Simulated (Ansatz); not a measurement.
# SnO: the cell at several levels of theory, part 2 of 2

The system is SnO built on the NiAs prototype, a generated structure that needn't be the ground state.

Ansatz 0.2.0, plane waves. The steps go on from the part before.

### Step 3. Relaxing with r2SCAN

Start: the result of step 2.

Input file input.yaml:

```yaml
crystal:
  lattice:
    - [3.4750646193, 0.0, 0.0]
    - [-1.7375323096, 3.0094942401, 0.0]
    - [0.0, 0.0, 6.4240551523]
  atoms:
    - { symbol: Sn, position: [0.0, 0.0, 0.0] }
    - { symbol: Sn, position: [0.0, 0.0, 0.5] }
    - { symbol: O, position: [0.3333333333, 0.6666666667, 0.25] }
    - { symbol: O, position: [0.6666666667, 0.3333333333, 0.75] }
kpoints:
  mp_grid: { grid: [12, 12, 4] }
hamiltonian:
  xc: r2scan
scf:
  occupations: { method: fermi_dirac, width: 0.02 }
relax:
  f_tol: 0.005
  cell: {}
```

Started as:

```sh
$ ansatz run input.yaml --threads 2 --pin off --max-ram 2211MiB --backend cpu --events-out ev --progress --plain --runs-dir out
```

Standard output:

```text
Warning: RAYON_NUM_THREADS=2 ignored (pool sized by the plan → 2); use --threads N
Engine: ansatz 0.2.0, x86_64-unknown-linux-gnu
Pseudopotentials: kind: paw
Pseudopotential: Sn, paw, valence charge 14, recommended cutoff 500 eV (meta_gga), Sn.paw.azcp
Pseudopotential: O, paw, valence charge 6, recommended cutoff 500 eV (meta_gga), O.paw.azcp
Functional definition: r2SCAN
  parameter k0 = 0.174
  parameter k1 = 0.065
  parameter a1 = 4.9479
  exchange = r2scan_x(k0 = k0, k1 = k1, a1 = a1)
  correlation = r2scan_c
Crystal: 4 atoms, lattice volume = 67.184 Å³
Basis set: ecut = 500 eV, 1727 PW (Γ), exchange–correlation on 108×108×192 points (64 copies of the dense FFT grid, shifted against one another)
Bands: 24, of which v1, the nominal top of the filled ones, is band 20 counted from 1 (19 counted from 0)
Symmetry: 24 space group operations
Space group: P63/mmc (ITA 194), of the structure as read, at distance tolerance 4.1e-5 Å
k-points: 57 of 576
Non-local potential: Sn, projectors of the file, l = 0: 2, l = 1: 2, l = 2: 2, l = 3: 2
Non-local potential: O, projectors of the file, l = 0: 2, l = 1: 2, l = 2: 1
PAW form: soft (Blöchl's): semilocal exchange-correlation on the pseudo side does not see the compensation charge
PAW frozen core: Sn, regenerated for the run's functional (the file was generated under x = pbe(κ = 0.804, μ = 0.2195149727645171), c = pbe(β = 0.06672455060314922))
PAW frozen core: O, regenerated for the run's functional (the file was generated under x = pbe(κ = 0.804, μ = 0.2195149727645171), c = pbe(β = 0.06672455060314922))
PAW one-centre angular grid: Sn, 590 points (default); XC on 249 of its mesh's 2787 points in the sphere
PAW one-centre angular grid: O, 302 points (default); XC on 160 Gauss nodes
Initial density: superposition of atomic densities (neutral atoms: chi_scale 0, normalization atom), corrected by the library's trained network
Initial wavefunctions: pseudopotential atomic-orbital guess
Functional: x = r2scan, c = r2scan; τ floored in thin density (d = 2e-4 eV/Å³)
SCF iter   1: F=—  HF=-13211.820170 eV  |F-HF|=—  |Δ(HF+E_count)|=         —  Δρ=8.46e-3  dr2=6.10e-2  dr2_τ=5.70e-2  ethr=1.77e-3  ⟨swp⟩=6.4  Hψ=6487  notcnv=0
preconditioner: auto → Resta (q_TF=auto, 2.502 Å⁻¹)  ε∞=3.5  [insulator: Δε(μ)=0.131 eV  Ē_g=18.158 eV  σ=0.020 eV  W_gap=0.58  n_scr=22 (ndim 8)  ℏωp=28.7 eV  f_vac=0.004  D(μ)=0.79/eV (n_scr^D=2)  ε∞_Penn≈3.5]
SCF iter   2: F=—  HF=-13211.864225 eV  |F-HF|=—  |Δ(HF+E_count)|=   4.41e-2  Δρ=4.53e-3  dr2=6.36e-3  dr2_τ=1.93e-3  ethr=1.53e-4  ⟨swp⟩=2.0  Hψ=2622  notcnv=0
preconditioner: auto → Kerker (q_TF=auto, 2.502 Å⁻¹)  [metal: Δε(μ)=0.039 eV  Ē_g=18.119 eV  σ=0.020 eV  W_gap=0.42  n_scr=22 (ndim 8)  ℏωp=28.7 eV  f_vac=0.004  D(μ)=0.75/eV (n_scr^D=2)]
SCF iter   3: F=—  HF=-13211.863751 eV  |F-HF|=—  |Δ(HF+E_count)|=   4.74e-4  Δρ=1.96e-3  dr2=2.57e-3  dr2_τ=1.19e-4  ethr=1.59e-5  ⟨swp⟩=2.0  Hψ=1593  notcnv=0
SCF iter   4: F=—  HF=-13211.863376 eV  |F-HF|=—  |Δ(HF+E_count)|=   3.76e-4  Δρ=7.07e-4  dr2=2.78e-4  dr2_τ=2.54e-5  ethr=6.43e-6  ⟨swp⟩=2.0  Hψ=1985  notcnv=0
SCF iter   5: F=—  HF=-13211.863393 eV  |F-HF|=—  |Δ(HF+E_count)|=   1.74e-5  Δρ=1.84e-4  dr2=2.15e-5  dr2_τ=1.68e-6  ethr=6.94e-7  ⟨swp⟩=2.0  Hψ=1752  notcnv=0
SCF iter   6: F=—  HF=-13211.863408 eV  |F-HF|=—  |Δ(HF+E_count)|=   1.53e-5  Δρ=1.02e-4  dr2=8.69e-6  dr2_τ=4.18e-7  ethr=5.37e-8  ⟨swp⟩=2.0  Hψ=1824  notcnv=0
SCF iter   7: F=—  HF=-13211.863408 eV  |F-HF|=—  |Δ(HF+E_count)|=   7.93e-7  Δρ=1.15e-5  dr2=1.14e-7  dr2_τ=2.23e-9  ethr=2.17e-8  ⟨swp⟩=2.0  Hψ=1705  notcnv=0
SCF iter   8: F=-13211.863408 eV  HF=-13211.863408 eV  |F-HF|=5.72e-9  |Δ(HF+E_count)|=   4.37e-8  Δρ=3.75e-6  dr2=1.30e-8  dr2_τ=7.19e-10  ethr=2.50e-10  ⟨swp⟩=4.8  Hψ=4572  notcnv=0
SCF 1 converged in 8 iterations: F = -13211.863408 eV  dr2 = 1.30e-8
relax step   1: F+E_penalty+E_count = -13211.86340761 eV  Δ(F+E_penalty+E_count) = +0.000e0 eV  max|allowed force component| = 1.295e-16 eV/Å  Δτ_max = 0.0000 Å  P = -2.565 GPa  Ω = 67.184 Å³  (8 SCF iters, dr2 threshold 1.00e-7 eV, accepted)
Crystal: 4 atoms, lattice volume = 63.392 Å³
Basis set: ecut = 500 eV, 1631 PW (Γ), exchange–correlation on 108×108×192 points (64 copies of the dense FFT grid, shifted against one another)
Initial density: handed on by an earlier stage of this run
Initial wavefunctions: those handed on with the density
iter 1 solved again at ethr=2.59e-5 eV; its pass at ethr=3.10e-3 eV (dr2=1.03e-2 eV) is discarded
SCF iter   1: F=—  HF=-13211.762915 eV  |F-HF|=—  |Δ(HF+E_count)|=         —  Δρ=3.01e-3  dr2=1.01e-2  dr2_τ=4.08e-2  ethr=2.59e-5  ⟨swp⟩=1.9  Hψ=7712  notcnv=0
preconditioner: auto → Kerker (q_TF=auto, 2.527 Å⁻¹)  [metal: Δε(μ)=0.041 eV  Ē_g=18.414 eV  σ=0.020 eV  W_gap=0.47  n_scr=22 (ndim 8)  ℏωp=29.5 eV  f_vac=0.000  D(μ)=0.75/eV (n_scr^D=2)]
SCF iter   2: F=—  HF=-13211.861668 eV  |F-HF|=—  |Δ(HF+E_count)|=   9.88e-2  Δρ=3.86e-3  dr2=8.17e-3  dr2_τ=1.24e-3  ethr=2.51e-5  ⟨swp⟩=3.0  Hψ=3084  notcnv=0
preconditioner: auto → Resta (q_TF=auto, 2.527 Å⁻¹)  ε∞=3.6  [insulator: Δε(μ)=0.055 eV  Ē_g=18.417 eV  σ=0.020 eV  W_gap=0.59  n_scr=22 (ndim 8)  ℏωp=29.5 eV  f_vac=0.000  D(μ)=0.55/eV (n_scr^D=2)  ε∞_Penn≈3.6]
SCF iter   3: F=—  HF=-13211.860464 eV  |F-HF|=—  |Δ(HF+E_count)|=   1.20e-3  Δρ=1.93e-3  dr2=2.29e-3  dr2_τ=7.34e-5  ethr=2.04e-5  ⟨swp⟩=2.0  Hψ=1647  notcnv=0
SCF iter   4: F=—  HF=-13211.860253 eV  |F-HF|=—  |Δ(HF+E_count)|=   2.11e-4  Δρ=7.25e-4  dr2=4.06e-4  dr2_τ=2.34e-5  ethr=5.71e-6  ⟨swp⟩=2.0  Hψ=2151  notcnv=0
SCF iter   5: F=—  HF=-13211.860202 eV  |F-HF|=—  |Δ(HF+E_count)|=   5.10e-5  Δρ=4.16e-4  dr2=1.39e-4  dr2_τ=5.88e-6  ethr=1.01e-6  ⟨swp⟩=1.0  Hψ=1368  notcnv=0
SCF iter   6: F=—  HF=-13211.860187 eV  |F-HF|=—  |Δ(HF+E_count)|=   1.57e-5  Δρ=2.69e-4  dr2=5.72e-5  dr2_τ=2.62e-6  ethr=3.47e-7  ⟨swp⟩=1.0  Hψ=1368  notcnv=0
SCF iter   7: F=—  HF=-13211.860180 eV  |F-HF|=—  |Δ(HF+E_count)|=   6.54e-6  Δρ=1.46e-4  dr2=1.67e-5  dr2_τ=8.51e-7  ethr=1.43e-7  ⟨swp⟩=1.2  Hψ=1387  notcnv=0
SCF iter   8: F=—  HF=-13211.860178 eV  |F-HF|=—  |Δ(HF+E_count)|=   2.33e-6  Δρ=3.28e-5  dr2=8.96e-7  dr2_τ=3.92e-8  ethr=4.18e-8  ⟨swp⟩=2.0  Hψ=1647  notcnv=0
SCF iter   9: F=-13211.860178 eV  HF=-13211.860178 eV  |F-HF|=1.86e-8  |Δ(HF+E_count)|=   1.10e-7  Δρ=5.59e-6  dr2=2.23e-8  dr2_τ=1.39e-9  ethr=1.00e-9  ⟨swp⟩=4.9  Hψ=4542  notcnv=0
SCF 2 converged in 9 iterations: F = -13211.860178 eV  dr2 = 2.23e-8
relax step   2: F+E_penalty+E_count = -13211.86017777 eV  Δ(F+E_penalty+E_count) = +3.230e-3 eV  max|allowed force component| = 2.452e-16 eV/Å  Δτ_max = 0.0000 Å  P = +3.299 GPa  Ω = 63.392 Å³  energy of the carried Pulay correction = +7.681e-4 eV  (9 SCF iters, dr2 threshold 4.00e-7 eV, rejected (line search))
Crystal: 4 atoms, lattice volume = 65.588 Å³
Basis set: ecut = 500 eV, 1655 PW (Γ), exchange–correlation on 108×108×192 points (64 copies of the dense FFT grid, shifted against one another)
iter 1 solved again at ethr=9.22e-6 eV; its pass at ethr=3.10e-3 eV (dr2=3.69e-3 eV) is discarded
SCF iter   1: F=—  HF=-13211.841261 eV  |F-HF|=—  |Δ(HF+E_count)|=         —  Δρ=1.75e-3  dr2=3.50e-3  dr2_τ=1.49e-2  ethr=9.22e-6  ⟨swp⟩=2.1  Hψ=7923  notcnv=0
preconditioner: auto → Kerker (q_TF=auto, 2.512 Å⁻¹)  [metal: Δε(μ)=0.043 eV  Ē_g=18.222 eV  σ=0.020 eV  W_gap=0.45  n_scr=22 (ndim 8)  ℏωp=29.0 eV  f_vac=0.006  D(μ)=0.76/eV (n_scr^D=2)]
SCF iter   2: F=—  HF=-13211.879695 eV  |F-HF|=—  |Δ(HF+E_count)|=   3.84e-2  Δρ=2.58e-3  dr2=3.79e-3  dr2_τ=5.23e-4  ethr=8.76e-6  ⟨swp⟩=3.0  Hψ=3075  notcnv=0
SCF iter   3: F=—  HF=-13211.879160 eV  |F-HF|=—  |Δ(HF+E_count)|=   5.34e-4  Δρ=1.43e-3  dr2=1.28e-3  dr2_τ=4.48e-5  ethr=8.76e-6  ⟨swp⟩=1.4  Hψ=1413  notcnv=0
SCF iter   4: F=—  HF=-13211.878997 eV  |F-HF|=—  |Δ(HF+E_count)|=   1.64e-4  Δρ=4.68e-4  dr2=2.61e-4  dr2_τ=3.80e-6  ethr=3.21e-6  ⟨swp⟩=2.0  Hψ=1809  notcnv=0
SCF iter   5: F=—  HF=-13211.879016 eV  |F-HF|=—  |Δ(HF+E_count)|=   1.94e-5  Δρ=7.54e-4  dr2=4.33e-4  dr2_τ=2.51e-5  ethr=6.54e-7  ⟨swp⟩=2.4  Hψ=2473  notcnv=0
SCF iter   6: F=—  HF=-13211.878981 eV  |F-HF|=—  |Δ(HF+E_count)|=   3.51e-5  Δρ=5.08e-4  dr2=1.95e-4  dr2_τ=1.15e-5  ethr=6.54e-7  ⟨swp⟩=1.0  Hψ=1368  notcnv=0
SCF iter   7: F=—  HF=-13211.878952 eV  |F-HF|=—  |Δ(HF+E_count)|=   2.89e-5  Δρ=1.82e-4  dr2=2.53e-5  dr2_τ=1.50e-6  ethr=4.89e-7  ⟨swp⟩=1.8  Hψ=1517  notcnv=0
SCF iter   8: F=—  HF=-13211.878950 eV  |F-HF|=—  |Δ(HF+E_count)|=   2.22e-6  Δρ=8.89e-6  dr2=6.62e-8  dr2_τ=2.03e-9  ethr=6.32e-8  ⟨swp⟩=2.0  Hψ=1713  notcnv=0
SCF iter   9: F=—  HF=-13211.878950 eV  |F-HF|=—  |Δ(HF+E_count)|=   2.12e-7  Δρ=3.75e-6  dr2=9.66e-9  dr2_τ=6.81e-10  ethr=1.65e-10  ⟨swp⟩=2.5  Hψ=2037  notcnv=0
SCF iter  10: F=—  HF=-13211.878950 eV  |F-HF|=—  |Δ(HF+E_count)|=  7.79e-10  Δρ=5.67e-7  dr2=2.04e-10  dr2_τ=1.70e-11  ethr=2.41e-11  ⟨swp⟩=3.0  Hψ=2546  notcnv=0
SCF iter  11: F=-13211.878950 eV  HF=-13211.878950 eV  |F-HF|=7.28e-12  |Δ(HF+E_count)|=  3.27e-11  Δρ=1.04e-7  dr2=9.12e-12  dr2_τ=3.40e-13  ethr=1.00e-12  ⟨swp⟩=5.1  Hψ=5018  notcnv=0
SCF 3 converged in 11 iterations: F = -13211.878950 eV  dr2 = 9.12e-12
relax step   3: F+E_penalty+E_count = -13211.87894955 eV  Δ(F+E_penalty+E_count) = -1.554e-2 eV  max|allowed force component| = 1.295e-16 eV/Å  Δτ_max = 0.0000 Å  P = -0.477 GPa  Ω = 65.588 Å³  energy of the carried Pulay correction = +3.155e-4 eV  (11 SCF iters, accepted)
Crystal: 4 atoms, lattice volume = 65.134 Å³
iter 1 solved again at ethr=1.14e-6 eV; its pass at ethr=3.10e-3 eV (dr2=4.55e-4 eV) is discarded
SCF iter   1: F=—  HF=-13211.878069 eV  |F-HF|=—  |Δ(HF+E_count)|=         —  Δρ=6.82e-4  dr2=4.11e-4  dr2_τ=9.27e-4  ethr=1.14e-6  ⟨swp⟩=2.1  Hψ=7912  notcnv=0
preconditioner: auto → Kerker (q_TF=auto, 2.515 Å⁻¹)  [metal: Δε(μ)=0.028 eV  Ē_g=18.261 eV  σ=0.020 eV  W_gap=0.32  n_scr=22 (ndim 8)  ℏωp=29.1 eV  f_vac=0.002  D(μ)=0.79/eV (n_scr^D=2)]
SCF iter   2: F=—  HF=-13211.879869 eV  |F-HF|=—  |Δ(HF+E_count)|=   1.80e-3  Δρ=5.29e-4  dr2=1.70e-4  dr2_τ=2.47e-5  ethr=1.03e-6  ⟨swp⟩=2.4  Hψ=2732  notcnv=0
SCF iter   3: F=—  HF=-13211.879853 eV  |F-HF|=—  |Δ(HF+E_count)|=   1.61e-5  Δρ=2.03e-4  dr2=3.81e-5  dr2_τ=8.53e-7  ethr=4.24e-7  ⟨swp⟩=2.0  Hψ=1587  notcnv=0
SCF iter   4: F=—  HF=-13211.879855 eV  |F-HF|=—  |Δ(HF+E_count)|=   2.63e-6  Δρ=1.52e-4  dr2=1.80e-5  dr2_τ=1.03e-6  ethr=9.52e-8  ⟨swp⟩=2.0  Hψ=1880  notcnv=0
SCF iter   5: F=—  HF=-13211.879853 eV  |F-HF|=—  |Δ(HF+E_count)|=   2.21e-6  Δρ=5.13e-5  dr2=2.34e-6  dr2_τ=9.62e-8  ethr=4.51e-8  ⟨swp⟩=2.1  Hψ=1659  notcnv=0
SCF iter   6: F=-13211.879853 eV  HF=-13211.879853 eV  |F-HF|=1.06e-7  |Δ(HF+E_count)|=   2.47e-7  Δρ=1.31e-5  dr2=1.66e-7  dr2_τ=5.38e-9  ethr=1.00e-9  ⟨swp⟩=3.9  Hψ=5028  notcnv=0
SCF 4 converged in 6 iterations: F = -13211.879853 eV  dr2 = 1.66e-7
relax step   4: F+E_penalty+E_count = -13211.87985268 eV  Δ(F+E_penalty+E_count) = -9.031e-4 eV  max|allowed force component| = 2.961e-16 eV/Å  Δτ_max = 0.0000 Å  P = +0.016 GPa  Ω = 65.134 Å³  energy of the carried Pulay correction = +4.044e-4 eV  (6 SCF iters, dr2 threshold 4.00e-7 eV, accepted)
Basis set: ecut = 500 eV, 1655 PW (Γ), exchange–correlation on 100×100×192 points (64 copies of the dense FFT grid, shifted against one another)
Initial wavefunctions: pseudopotential atomic-orbital guess (no wavefunctions were taken with the density)
iter 1 solved again at ethr=2.42e-7 eV; its pass at ethr=3.10e-3 eV (dr2=9.69e-5 eV) is discarded
SCF iter   1: F=—  HF=-13211.879413 eV  |F-HF|=—  |Δ(HF+E_count)|=         —  Δρ=6.67e-5  dr2=5.42e-7  dr2_τ=1.01e-6  ethr=2.42e-7  ⟨swp⟩=2.6  Hψ=9513  notcnv=0
preconditioner: auto → Kerker (q_TF=auto, 2.515 Å⁻¹)  [metal: Δε(μ)=0.031 eV  Ē_g=18.261 eV  σ=0.020 eV  W_gap=0.35  n_scr=22 (ndim 8)  ℏωp=29.1 eV  f_vac=0.002  D(μ)=0.77/eV (n_scr^D=2)]
SCF iter   2: F=—  HF=-13211.879418 eV  |F-HF|=—  |Δ(HF+E_count)|=   4.38e-6  Δρ=3.57e-5  dr2=1.14e-7  dr2_τ=9.83e-8  ethr=1.35e-9  ⟨swp⟩=2.8  Hψ=2616  notcnv=0
SCF iter   3: F=—  HF=-13211.879418 eV  |F-HF|=—  |Δ(HF+E_count)|=   1.42e-7  Δρ=1.38e-5  dr2=4.53e-8  dr2_τ=1.56e-8  ethr=2.84e-10  ⟨swp⟩=2.0  Hψ=1935  notcnv=0
SCF iter   4: F=—  HF=-13211.879418 eV  |F-HF|=—  |Δ(HF+E_count)|=   2.19e-8  Δρ=2.38e-6  dr2=5.89e-9  dr2_τ=1.87e-10  ethr=1.13e-10  ⟨swp⟩=2.1  Hψ=1877  notcnv=0
SCF iter   5: F=—  HF=-13211.879418 eV  |F-HF|=—  |Δ(HF+E_count)|=  1.66e-10  Δρ=1.46e-6  dr2=1.14e-9  dr2_τ=1.52e-10  ethr=1.47e-11  ⟨swp⟩=2.0  Hψ=1934  notcnv=0
SCF iter   6: F=—  HF=-13211.879418 eV  |F-HF|=—  |Δ(HF+E_count)|=  2.36e-11  Δρ=4.09e-7  dr2=1.26e-10  dr2_τ=5.40e-12  ethr=2.85e-12  ⟨swp⟩=2.5  Hψ=1886  notcnv=0
SCF iter   7: F=-13211.879418 eV  HF=-13211.879418 eV  |F-HF|=1.82e-11  |Δ(HF+E_count)|=  1.82e-11  Δρ=1.92e-7  dr2=2.99e-11  dr2_τ=1.59e-12  ethr=1.00e-12  ⟨swp⟩=5.0  Hψ=4536  notcnv=0
SCF 5 converged in 7 iterations: F = -13211.879418 eV  dr2 = 2.99e-11
relax step   5: F+E_penalty+E_count = -13211.87941792 eV  Δ(F+E_penalty+E_count) = +4.348e-4 eV  max|allowed force component| = 3.608e-16 eV/Å  Δτ_max = 0.0000 Å  P = +0.022 GPa  Ω = 65.134 Å³  stress off target by 2.25e-2 GPa  SCF on the basis re-selected at this cell (its energy is not comparable with the rows above)  (7 SCF iters)
basis re-selected at this cell: Δ(F+E_penalty+E_count) = +4.348e-4 eV, ΔP = +0.006 GPa vs the last step (what re-selecting the basis moved, of the pressure what is left beyond the Pulay correction that the steps carried, after the strain that the cell walked since its last selection, with what the two solves' SCF thresholds leave and, on support functions, any second-order correction that the steps lacked; it is no measure of the basis error at this ecutwfc). The dense FFT grid was sized anew with the basis: this SCF ran on 25×25×48 points, the steps before it on 27×27×48, so part of this shift can come from that change (see relax.cell in the input reference). This SCF's stress stands 2.25e-2 GPa from its target on what of the cell is left free (relax.cell.stress_tol is 5.00e-2 GPa) and its largest allowed force component is 3.61e-16 eV/Å (relax.f_tol is 5.00e-3 eV/Å): within both
SCF converged after 7 iterations
Free energy (F): -13211.879418 eV
Harris-Foulkes:  -13211.879418 eV  (|F-HF|=1.82e-11)
Internal energy: -13211.878422 eV  (E = F + TS)
E sigma→0 (E₀):  -13211.878920 eV
Entropy (-TS):   -0.000996 eV (-0.249 meV/atom)
Fermi energy:    11.002191 eV
--- Per-component energies (eV) ---
  E_band       = -164.504805
  E_kinetic    = 718.906921
  E_local      = -2082.750004  (includes V_loc(G=0)·N_el)
  E_nonlocal   = 27.565228
  E_hartree    = 1175.776093
  E_xc         = -899.097083
  E_vxc        = -423.032944  (∫ρ·V_xc dr)
  E_paw        = -8626.917451  (= ΣΔE_a)
  E_vpaw       = -783.537401  (= ΣTr[D̂ρ^β])
  E_aug_tail   = 0.001856  (compensation charges beyond the density's cutoff)
  E_vtau       = 26.789495  (kinetic-family band-sum trace: ∫τ·v_τ [+ j·A + Jᵃ·Aᵃ] dr)
  E_ewald      = -3526.770740
  E_core_change = 1.406758  (= ΣΔE_core)
  E_smearing   = -0.000996  (= −TS)
  E_closure    = -0.000000  (closes the sum)
  Σ components = -13211.879418   (vs F -13211.879418, Δ=0.00e0)
--- Forces (eV/Å), atoms counted from 1 ---
  atom   1  Sn     0.00000000    -0.00000000     0.00000000
  atom   2  Sn    -0.00000000    -0.00000000     0.00000000
  atom   3  O      0.00000000     0.00000000     0.00000000
  atom   4  O     -0.00000000    -0.00000000     0.00000000
  max |Σ_I F_I| component: 1.11e-16 eV/Å
--- Stress (GPa, compression-positive) ---
        0.022530       0.000000      -0.000000
        0.000000       0.022530       0.000000
       -0.000000       0.000000       0.021177
  P = ⅓ Tr σ = 0.0221 GPa (0.221 kbar)
--- Relaxed structure (4 steps of the walk, 3 accepted, 1 SCFs on fresh bases) ---
  F+E_penalty+E_count = -13211.87941792 eV   max|allowed force component| = 3.608e-16 eV/Å   (the final SCF, on the basis selected at the relaxed cell)
  cell:  # Å, volume = 65.1343 Å³
    - [3.4232701730485204, -2.8437292377105054e-11, -2.332289685967902e-34]
    - [-1.7116350864996328, 2.9646389338917887, 2.1760559014792947e-34]
    - [-4.3115047388010165e-34, 2.1557523694005082e-34, 6.417955434521919]
  atoms:
    - { symbol: Sn, position: [-6.814139095438523e-35, -5.199604833844644e-35, -3.513277984188441e-37] }
    - { symbol: Sn, position: [-7.133088834900104e-35, -3.0664336199895364e-35, 0.4999999999999999] }
    - { symbol: O, position: [0.33333333333333326, 0.6666666666666666, 0.24999999999999994] }
    - { symbol: O, position: [0.6666666666666665, 0.3333333333333333, 0.7499999999999999] }
```

Run time: 50 s. Hardware: 2 threads of AMD EPYC 7R43 (Zen 3), shared host; peak memory 0.62 GiB.

Step by step:

```tsv
step	energy change (meV/atom)	largest force (eV/Å)	pressure (GPa)	volume (Å³/atom)
1	0.0	0.0000	-2.57	16.796
2*	0.8	0.0000	3.30	15.848
3	-3.9	0.0000	-0.48	16.397
4	-4.1	0.0000	0.02	16.284
5	-4.0	0.0000	0.02	16.284
```

A star marks a trial step that the optimiser took back.

Step 5 solves the same cell on a plane-wave basis chosen anew, so the energy can jump there without a move.

The table lists every geometry solved, with passes on a fresh basis, whose energies don't compare exactly with the rows above.

```
                         before     after   change
                a (Å)     3.475     3.423  -1.49 %
                c (Å)     6.424     6.418  -0.09 %
     volume (Å³/atom)    16.796    16.284  -3.05 %
shortest distance (Å)     2.570     2.546  -0.94 %
          space group  P6_3/mmc  P6_3/mmc     same
```

### Step 4. Results

What follows sums up all 2 parts.

```
 level  a (Å)  c (Å)  volume (Å³/atom)  space group  SCF geometries
   PBE  3.475  6.424            16.796     P6_3/mmc              17
r2SCAN  3.423  6.418            16.284     P6_3/mmc               5
```

What this shows: The first relaxation changed the volume by +96.8 % from the start. The volume runs from r2SCAN (least) to PBE (most), a spread of 3.1 %, or 1.0 % in length if all axes shared it alike. The meshes differ: PBE 12×12×6, r2SCAN 12×12×4.
